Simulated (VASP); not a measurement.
# MoS2 (P6_3/mmc) in VASP: notebook

The runs below take MoS2 through relaxation of cell and atoms, with LDA, PBE.

Program: VASP 6.6.1. These are calculated values, not measurements. Logs are shortened: lines on timing, memory, paths and dates and some standing lists are left out, and cuts for length are marked.

## (1) The crystal as given

The structure is hexagonal, space group P6_3/mmc (No. 194). The conventional cell has a = 3.169 Å, b = 3.169 Å, c = 12.324 Å, α = 90.00°, β = 90.00°, γ = 120.00°. Mo (site symmetry -6m2) has 6 S at 2.41 Å as nearest neighbours. S (site symmetry 3m) has 3 Mo at 2.41 Å as nearest neighbours.

## (2) Relaxation of cell and atoms, LDA

INCAR reads:

```
SYSTEM = MoS2
ALGO = Normal
EDIFF = 1E-6
EDIFFG = -0.01
ENCUT = 600
GGA = CA
IBRION = 2
ISIF = 3
ISMEAR = 0
KPAR = 2
LASPH = .True.
LCHARG = .False.
LREAL = .False.
LWAVE = .False.
NELM = 80
NSW = 90
PREC = Accurate
SIGMA = 0.03
```

KPOINTS reads:

```
k-points
0
Gamma
  12 12 3
  0 0 0
```

POSCAR reads:

```
MoS2
1.0
    3.1690000000      0.0000000000      0.0000000000
   -1.5845000000      2.7444345046      0.0000000000
    0.0000000000      0.0000000000     12.3240000000
Mo S
2 4
Direct
    0.3333333333      0.6666666667      0.2500000000
    0.6666666667      0.3333333333      0.7500000000
    0.3333333333      0.6666666667      0.6230000000
    0.6666666667      0.3333333333      0.1230000000
    0.3333333333      0.6666666667      0.8770000000
    0.6666666667      0.3333333333      0.3770000000
```

Potentials or basis: VASP PAW LDA potentials, release 64 (Mo_sv, S).

Command:

```console
$ cat potpaw_LDA.64/Mo_sv/POTCAR potpaw_LDA.64/S/POTCAR > POTCAR
$ mpirun -np 2 vasp_std > vasp.out
```

OUTCAR:

```text
SYSTEM = MoS2
   EDIFF = 1E-6
   EDIFFG = -0.01
   ENCUT = 600
   GGA = CA
   IBRION = 2
   ISIF = 3
   ISMEAR = 0
   LASPH = .True.
   LREAL = .False.
   NELM = 80
   NSW = 90
   PREC = Accurate

 ion  position               nearest neighbor table
   1  0.333  0.667  0.250-   4 2.41   6 2.41   4 2.41   6 2.41   4 2.41   6 2.41
   2  0.667  0.333  0.750-   3 2.41   5 2.41   3 2.41   5 2.41   3 2.41   5 2.41
   3  0.333  0.667  0.623-   2 2.41   2 2.41   2 2.41
   4  0.667  0.333  0.123-   1 2.41   1 2.41   1 2.41
   5  0.333  0.667  0.877-   2 2.41   2 2.41   2 2.41
   6  0.667  0.333  0.377-   1 2.41   1 2.41   1 2.41

  LATTYP: Found a hexagonal cell.
 ALAT       =     3.1690000000
 C/A-ratio  =     3.8889239508

  Lattice vectors:

 A1 = (   3.1690000000,   0.0000000000,   0.0000000000)
 A2 = (  -1.5845000000,   2.7444345046,   0.0000000000)
 A3 = (   0.0000000000,   0.0000000000,  12.3240000000)

Analysis of symmetry for initial positions (statically):
=====================================================================
 Subroutine PRICEL returns:
 Original cell was already a primitive cell.

 Routine SETGRP: Setting up the symmetry group for a
 hexagonal supercell.

 Subroutine GETGRP returns: Found 24 space group operations
 (whereof 12 operations were pure point group operations)
 out of a pool of 24 trial point group operations.

The static configuration has the point symmetry D_3d.
 The point group associated with its full space group is D_6h.

Analysis of symmetry for dynamics (positions and initial velocities):
=====================================================================
 Subroutine PRICEL returns:
 Original cell was already a primitive cell.

 Routine SETGRP: Setting up the symmetry group for a
 hexagonal supercell.

 Subroutine GETGRP returns: Found 24 space group operations
 (whereof 12 operations were pure point group operations)
 out of a pool of 24 trial point group operations.

The dynamic configuration has the point symmetry D_3d.
 The point group associated with its full space group is D_6h.

 Subroutine INISYM returns: Found 24 space group operations
 (whereof 12 operations are pure point group operations),
 and found     1 'primitive' translations

----------------------------------------------------------------------------------------

                                     Primitive cell

  volume of cell :     107.1832

  direct lattice vectors                    reciprocal lattice vectors
     3.169000000  0.000000000  0.000000000     0.315556958  0.182186895  0.000000000
    -1.584500000  2.744434505  0.000000000     0.000000000  0.364373789  0.000000000
     0.000000000  0.000000000 12.324000000     0.000000000  0.000000000  0.081142486

  length of vectors
     3.169000000  3.169000000 12.324000000     0.364373789  0.364373789  0.081142486

  position of ions in fractional coordinates (direct lattice)
     0.333333333  0.666666667  0.250000000
     0.666666667  0.333333333  0.750000000
     0.333333333  0.666666667  0.623000000
     0.666666667  0.333333333  0.123000000
     0.333333333  0.666666667  0.877000000
     0.666666667  0.333333333  0.377000000

  ion indices of the primitive-cell ions
   primitive index   ion index
                 1           1
                 2           2
                 3           3
                 4           4
                 5           5
                 6           6

----------------------------------------------------------------------------------------

 KPOINTS: k-points

Automatic generation of k-mesh.
 Grid dimensions read from file:
 generate k-points for:   12   12    3

 Generating k-lattice:

  Cartesian coordinates                     Fractional coordinates (reciprocal lattice)
     0.026296413  0.015182241  0.000000000     0.083333333  0.000000000  0.000000000
     0.000000000  0.030364482  0.000000000     0.000000000  0.083333333  0.000000000
     0.000000000  0.000000000  0.027047495     0.000000000  0.000000000  0.333333333

  Length of vectors
     0.030364482  0.030364482  0.027047495

  Shift w.r.t. Gamma in fractional coordinates (k-lattice)
     0.000000000  0.000000000  0.000000000

 Subroutine IBZKPT returns following result:
 ===========================================

 Found     38 irreducible k-points:

 Following reciprocal coordinates:
            Coordinates               Weight
  0.000000  0.000000  0.000000      1.000000
  0.083333  0.000000  0.000000      6.000000
  0.166667 -0.000000  0.000000      6.000000
  0.250000 -0.000000  0.000000      6.000000
  0.333333 -0.000000  0.000000      6.000000
  0.416667 -0.000000  0.000000      6.000000
[... 16 lines left out ...]
  0.250000 -0.000000  0.333333     12.000000
  0.333333 -0.000000  0.333333     12.000000
 [... further k-points ...]
   k-points           NKPTS =     38   k-points in BZ     NKDIM =     38   number of bands    NBANDS=     31
   number of dos      NEDOS =    301   number of ions     NIONS =      6
   total plane-waves  NPLWV =  76832
   dimension x,y,z NGX =    28 NGY =   28 NGZ =   98
   dimension x,y,z NGXF=    56 NGYF=   56 NGZF=  196
   ions per type =               2   4
   NGX,Y,Z   is equivalent  to a cutoff of  14.69, 14.69, 13.22 a.u.
   NGXF,Y,Z  is equivalent  to a cutoff of  29.38, 29.38, 26.44 a.u.
 SYSTEM =  MoS2
   PREC   = accura    normal or accurate (medium, high low for compatibility)
   ISTART =      0    job   : 0-new  1-cont  2-samecut
   ICHARG =      2    charge: 1-file 2-atom 10-const
   ISPIN  =      1    spin polarized calculation?
   LNONCOLLINEAR =      F non collinear calculations
   LSORBIT =      F    spin-orbit coupling
   LASPH  =      T    aspherical Exc in radial PAW
   ENCUT  =  600.0 eV  44.10 Ry    6.64 a.u.   6.33  6.33 24.61*2*pi/ulx,y,z
   NELM   =     80;   NELMIN=  2; NELMDL= -5     # of ELM steps
   EDIFF  = 0.1E-05   stopping-criterion for ELM
   LREAL  =      F    real-space projection
   EDIFFG = -.1E-01   stopping-criterion for IOM
   NSW    =     90    number of steps for IOM
   IBRION =      2    ionic relax: 0-MD 1-quasi-New 2-CG
   NFREE  =      1    steps in history (QN), initial steepest desc. (CG)
   ISIF   =      3    stress and relaxation
   ISYM   =      2    0-nonsym 1-usesym 2-fastsym
   POTIM  = 0.5000    time-step for ionic-motion
   TEBEG  =    0.0;   TEEND  =   0.0 temperature during run
   PSTRESS=    0.0 pullay stress
   NELECT =      52.0000    total number of electrons
   NUPDOWN=      -1.0000    fix difference up-down
   EMIN   =  10.00;   EMAX   =-10.00  energy-range for DOS
   EFERMI =   0.00;   METHOD = LEGACY
   ISMEAR =     0;   SIGMA  =   0.03  broadening in eV -4-tet -1-fermi 0-gaus
   EFERMI_NEDOS =   21; number of points for ismear=-14 and -15
   IALGO  =     38    algorithm
   IMIX   =      4    mixing-type and parameters
     AMIX     =   0.40;   BMIX     =  1.00
     AMIX_MAG =   1.60;   BMIX_MAG =  1.00
  volume/ion in A,a.u.               =      17.86       120.55
  Fermi-wavevector in a.u.,A,eV,Ry     =   1.286373  2.430893 22.514325  1.654756
  Thomas-Fermi vector in A             =   2.418452
   LORBIT       =      0    0 simple, 1 ext, 2 COOP (PROOUT), +10 PAW based schemes
   GGA     = CA    functional components
   LHFCALC =     F    Hartree Fock is set to
   AEXX    =    0.0000 exact exchange contribution
   IVDW    =     0    specifies the selected vdW correction
   LEPSILON=     F    determine dielectric tensor
   LRPA    =     F    only Hartree local field effects (RPA)
 conjugate gradient relaxation of ions
 non-spin polarized calculation
 Gauss-broadening in eV      SIGMA  =   0.03
  energy-cutoff  :      600.00
  volume of cell :      107.18
 maximum number of plane-waves:      3603
 NGX is ok and might be reduce to    28
   NGX = 13   NGY = 13   NGZ = 49

--------------------------------------- Ionic step        1  -------------------------------------------

 number of electron      52.0000000 magnetization

 Free energy of the ion-electron system (eV)
  ---------------------------------------------------
  ext. energy  EPLUGINS =         0.00000000
  ---------------------------------------------------
  free energy    TOTEN  =       -48.88908882 eV

  energy without entropy =      -48.88908882  energy(sigma->0) =      -48.88908882

------------------------ aborting loop because EDIFF is reached ----------------------------------------

  FORCE on cell =-STRESS in cart. coord.  units (eV):
  Direction    XX          YY          ZZ          XY          YZ          ZX
  --------------------------------------------------------------------------------------
  -------------------------------------------------------------------------------------
  Total       -3.7987818     -3.7987818     -3.5300128     -0.0000000     -0.0000000      0.0000000
  in kB      -56.7842808    -56.7842808    -52.7667162     -0.0000000     -0.0000000      0.0000000
  external PRESSURE =     -55.4450926 kB  Pullay stress =       0.0000000 kB
[... 101 lines left out ...]
  FREE ENERGIE OF THE ION-ELECTRON SYSTEM (eV)
  ---------------------------------------------------
  free  energy   TOTEN  =       -48.9532165288 eV

  energy  without entropy=      -48.9532165288  energy(sigma->0) =      -48.95321653

[... ionic steps 4 to 8 ...]

--------------------------------------- Ionic step        9  -------------------------------------------

 number of electron      52.0000000 magnetization

------------------------ aborting loop because EDIFF is reached ----------------------------------------
[... 75 lines left out ...]
--------------------------------------- Ionic step       11  -------------------------------------------

 number of electron      51.9999999 magnetization

 Free energy of the ion-electron system (eV)
  ---------------------------------------------------
  ext. energy  EPLUGINS =         0.00000000
  ---------------------------------------------------
  free energy    TOTEN  =       -48.96140257 eV

  energy without entropy =      -48.96140257  energy(sigma->0) =      -48.96140257

 E-fermi :   8.2201     XC(G=0): -11.3759

 val. band max:        8.0515286647   @ k =   0.0000   0.0000   0.0000
 cond. band min:       8.7881312650   @ k =   0.1667   0.1667   0.0000
 fundamental gap:      0.7366026002
 Fermi energy:         8.2200689685

 k-point     1 :       0.0000    0.0000    0.0000
  band No.  band energies     occupation
      1     -53.1296      2.00000
      2     -53.1296      2.00000
      3     -27.5215      2.00000
      4     -27.5213      2.00000
      5     -27.2326      2.00000
      6     -27.2326      2.00000
[... 805 lines left out ...]
     30       9.9150      0.00000
     31      10.8102      0.00000

 [... further k-points ...]

------------------------ aborting loop because EDIFF is reached ----------------------------------------

  FORCE on cell =-STRESS in cart. coord.  units (eV):
  Direction    XX          YY          ZZ          XY          YZ          ZX
  --------------------------------------------------------------------------------------
  -------------------------------------------------------------------------------------
  Total       -0.0499993     -0.0499993     -0.0574851      0.0000000      0.0000000      0.0000000
  in kB       -0.7849624     -0.7849624     -0.9024860      0.0000000      0.0000000      0.0000000
  external PRESSURE =      -0.8241369 kB  Pullay stress =       0.0000000 kB
[... 21 lines left out ...]
  FREE ENERGIE OF THE ION-ELECTRON SYSTEM (eV)
  ---------------------------------------------------
  free  energy   TOTEN  =       -48.9614025702 eV

  energy  without entropy=      -48.9614025702  energy(sigma->0) =      -48.96140257

 reached required accuracy - stopping structural energy minimisation
```

It took 3.7 min on 2 MPI ranks of Intel Xeon 6975P-C (Granite Rapids), shared host; peak memory 0.29 GiB.

Results:

```
Free energy                            : -48.9614 eV
Relaxed volume                         : 17.01 Å³/atom
Relaxed cell                           : a = 3.124 Å, b = 3.124 Å, c = 12.075 Å, α = 90.00°, β = 90.00°, γ = 120.00°
Space group after relaxing (to 0.05 Å) : P6_3/mmc (No. 194)
Energy gained by relaxing              : 12.1 meV/atom
Ionic steps                            : 11
Pressure after relaxing                : -0.1 GPa
Largest force after relaxing           : 0.008 eV/Å
Band gap on the k mesh                 : 0.74 eV, indirect (least direct gap 1.76 eV)
```

Forces on the atoms (eV/Å):
```
Mo   0.000  0.000  0.000
Mo   0.000  0.000  0.000
S    0.000  0.000  0.008
S    0.000  0.000  0.008
S    0.000  0.000 -0.008
S    0.000  0.000 -0.008
```

Step by step:
| step | energy change (eV) | largest force (eV/Å) | pressure (GPa) | volume (Å³) |
| --- | --- | --- | --- | --- |
| 1 | 0.0000 | 0.4650 | -5.54 | 107.18 |
| 2 | 0.2140 | 1.6299 | 12.97 | 97.88 |
| 3 | -0.0641 | 0.1484 | -0.35 | 104.03 |
| 4 | -0.0642 | 0.1606 | -0.23 | 103.97 |
| 5 | -0.0691 | 0.0352 | -0.06 | 103.40 |
| 6 | -0.0691 | 0.0373 | -0.06 | 103.41 |
| 7 | -0.0696 | 0.0329 | -0.09 | 103.29 |
| 8 | -0.0709 | 0.0217 | -0.09 | 102.95 |
| 9 | -0.0722 | 0.0013 | -0.09 | 102.26 |
| 10 | -0.0723 | 0.0102 | -0.08 | 102.01 |
| 11 | -0.0723 | 0.0084 | -0.08 | 102.05 |

Final structure:
```yaml
crystal:
  lattice:
    - [3.12401, 0.00000, 0.00000]
    - [-1.56200, 2.70547, 0.00000]
    - [0.00000, 0.00000, 12.07455]
  atoms:
    - { symbol: Mo, position: [0.33333, 0.66667, 0.25000] }
    - { symbol: Mo, position: [0.66667, 0.33333, 0.75000] }
    - { symbol: S, position: [0.33333, 0.66667, 0.62124] }
    - { symbol: S, position: [0.66667, 0.33333, 0.12124] }
    - { symbol: S, position: [0.33333, 0.66667, 0.87876] }
    - { symbol: S, position: [0.66667, 0.33333, 0.37876] }
```

Caveat: an odd mesh through Γ misses points on the zone boundary, where band edges often lie.

## (3) Relaxation of cell and atoms, LDA

This run uses another cell than the first one, of 17.01 Å³/atom, 0.952 times its volume.

Edit INCAR of step 2 so:

```diff
@@ -2,4 +2,4 @@
 ALGO = Normal
-EDIFF = 1E-6
-EDIFFG = -0.01
+EDIFF = 1E-7
+EDIFFG = -0.005
 ENCUT = 600
```

KPOINTS is that of step 2.

POSCAR reads:

```
MoS2                                    
1.0
    3.1240066815     -0.0000000000     -0.0000000000
   -1.5620033407      2.7054691478     -0.0000000000
    0.0000000000      0.0000000000     12.0745485866
  Mo              S             
     2     4
Direct
     0.3333333332999970    0.6666666667000030    0.2500000000000000
     0.6666666667000030    0.3333333332999970    0.7500000000000000
     0.3333333332999970    0.6666666667000030    0.6212407892581060
     0.6666666667000030    0.3333333332999970    0.1212407892581060
     0.3333333332999970    0.6666666667000030    0.8787592107418940
     0.6666666667000030    0.3333333332999970    0.3787592107418941
```

Potentials or basis: VASP PAW LDA potentials, release 64 (Mo_sv, S).

Command:

```console
$ cat potpaw_LDA.64/Mo_sv/POTCAR potpaw_LDA.64/S/POTCAR > POTCAR
$ mpirun -np 2 vasp_std > vasp.out
```

Run time: 97 s. Hardware: 2 MPI ranks of Intel Xeon 6975P-C (Granite Rapids), shared host; peak memory 0.28 GiB.

It converged, with:

* Free energy: -48.9599 eV
* Relaxed volume: 17.00 Å³/atom
* Relaxed cell: a = 3.124 Å, b = 3.124 Å, c = 12.073 Å, α = 90.00°, β = 90.00°, γ = 120.00°
* Space group after relaxing (to 0.05 Å): P6_3/mmc (No. 194)
* Energy gained by relaxing: 0.0 meV/atom
* Ionic steps: 3
* Pressure after relaxing: 0.0 GPa
* Band gap on the k mesh: 0.74 eV, indirect (least direct gap 1.76 eV)

Final structure:
```
CELL_PARAMETERS angstrom
3.12361 0.00000 0.00000
-1.56180 2.70512 0.00000
0.00000 0.00000 12.07269
ATOMIC_POSITIONS crystal
Mo 0.33333 0.66667 0.25000
Mo 0.66667 0.33333 0.75000
S 0.33333 0.66667 0.62125
S 0.66667 0.33333 0.12125
S 0.33333 0.66667 0.87875
S 0.66667 0.33333 0.37875
```

Levels at points of the mesh, in eV from the valence-band top:
| k point | band 23 | band 24 | band 25 | band 26 | band 27 | band 28 | band 29 | band 30 |
| --- | --- | --- | --- | --- | --- | --- | --- | --- |
| (0.00, 0.00, 0.00) | -2.21 | -1.40 | -1.14 | 0.00 | 2.14 | 2.14 | 2.17 | 2.17 |
| (0.50, 0.00, 0.00) | -1.77 | -1.53 | -1.51 | -1.39 | 1.66 | 1.71 | 2.01 | 2.37 |

Caveat: an odd mesh through Γ misses points on the zone boundary, where band edges often lie.

[end of part 1 of 2]
